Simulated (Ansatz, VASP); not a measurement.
# One calculation of Ge, two programs

```
Ge
1.0
     2.88470    0.00000    0.00000
    -1.44235    2.49822    0.00000
     0.00000    0.00000    4.85763
Ge
2
Direct
  0.33333 0.66667 0.25000
  0.66667 0.33333 0.75000
```

Alike in both runs: functional PBE; k mesh 15 × 15 × 8; occupations fermi-dirac, width 0.05 eV; no spin polarisation.

Ansatz relaxed the structure, and its values are those at the end. VASP's run is a single point on that final structure, the one shown.

|  | VASP | Ansatz |
| --- | --- | --- |
| version | VASP 6.6.1 | Ansatz 0.2.0 |
| potentials or method | VASP PAW PBE potentials, release 64 (Ge_d), cutoff 520 eV | all-electron LAPW, scalar-relativistic |

Ansatz gave:

* pressure (GPa): 8.2

Question: What did VASP give for the same quantities?

Answer: Pressure (GPa): 8.3.

Ansatz ran all-electron here, so the differences hold the error of VASP's frozen core and of both bases.
